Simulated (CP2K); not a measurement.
Crystal: Hf.

```
CELL_PARAMETERS angstrom
3.19670 0.00000 0.00000
-1.59835 2.76842 0.00000
0.00000 0.00000 5.05780
ATOMIC_POSITIONS crystal
Hf 0.66667 0.33333 0.75000
Hf 0.33333 0.66667 0.25000
```

Base run:

- Program: CP2K 2026.2
- Functional: LDA
- Potentials or basis: POTENTIAL_UZH Hf GTH-PBE-q12; TZVP-MOLOPT-PBE-GTH basis
- Density cutoff: 9184 eV
- k mesh: 10 × 10 × 5
- Occupations: fermi-dirac, width 0.05 eV
- Spin: no spin polarisation

Its results: band gap on the k mesh none (metal or under the smearing width); pressure -5.6 GPa.

Question: The run is repeated on the same cell with these changes: functional from LDA to vdW-DF-cx. What comes out?

Answer: Band gap on the k mesh none (metal or under the smearing width); pressure -2.5 GPa.

Caveats: the potentials were made for another functional, which shifts forces and pressure; the basis of atomic orbitals isn't converged, which shifts pressures, moduli and gaps.

Not every run made on this cell is shown here.
